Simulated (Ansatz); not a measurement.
Theory: Ansatz, DFT PBE, scalar-relativistic, plane waves, PAW. All cells share a 420 eV cutoff and Γ-centred k meshes spaced at most about 0.3 Å⁻¹ (about 0.25 or finer for metals, 2π included). No spin polarisation in the final relaxations.

Temperature and zero-point effects are left out. All come from trial cells, and lower structures may exist.

Problem. Order these relaxed structures of Si by energy, lowest first, with the energy over the lowest of them.
A.

```xyz
6
Lattice="3.8715 0.0000 0.0000 0.0000 4.0416 0.0000 0.0000 0.0000 6.9471" Properties=species:S:1:pos:R:3 pbc="T T T"
Si    0.0000    2.0208    1.7368
Si    0.0000    2.0208    5.2103
Si    0.9633    3.3357    3.4735
Si    2.9082    0.7059    3.4735
Si    2.9082    3.3357    0.0000
Si    0.9633    0.7059    0.0000
```

B.

```xyz
5
Lattice="3.8419 2.2181 1.9360 -3.8419 2.2181 1.9360 0.0000 -4.4363 1.9360" Properties=species:S:1:pos:R:3 pbc="T T T"
Si    0.0000    0.0000    1.1844
Si    0.0000    0.0000    4.6235
Si    0.4835    2.2181    1.9360
Si   -2.1627   -0.6903    1.9360
Si    1.6792   -1.5278    1.9360
```

C.

```xyz
8
Lattice="3.0533 -3.9985 0.0000 3.0533 3.9985 0.0000 0.0000 0.0000 6.8625" Properties=species:S:1:pos:R:3 pbc="T T T"
Si    4.5799    0.0000    5.7073
Si    4.5799    0.0000    1.1552
Si    1.5266    0.0000    5.7073
Si    1.5266    0.0000    1.1552
Si    4.2237   -1.9992    2.3161
Si    1.8829    1.9992    4.5464
Si    1.8829   -1.9992    2.3161
Si    4.2237    1.9992    4.5464
```

D.

```xyz
4
Lattice="4.5859 0.0000 0.0000 0.0000 4.5859 0.0000 0.0000 0.0000 3.7428" Properties=species:S:1:pos:R:3 pbc="T T T"
Si    1.5761    0.0000    2.8071
Si    3.0099    0.0000    0.9357
Si    0.0000    1.5761    0.0000
Si    0.0000    3.0099    1.8714
```

Solution. A (0 meV/atom), D (41 meV/atom), B (68 meV/atom), C (103 meV/atom). Forms: A Pccm; D P4_122; B R32; C Cmme. Counting all near atoms (those within 1.25 times the shortest such distance or 1.15 times the sum of covalent radii; a slash parts the counts of unlike sites): A has Si 4; D has Si 4; B has Si 4; C has Si 3/4.

Cells relaxed within their symmetry can be saddle points. The part of the Crystallography Open Database at hand lists Si in space groups No. 64, 74, 164, 191, 194 and others; no cell shown has one of them. Some structure types and database cells were kept out of the candidates from the start, so a known form may be missing.
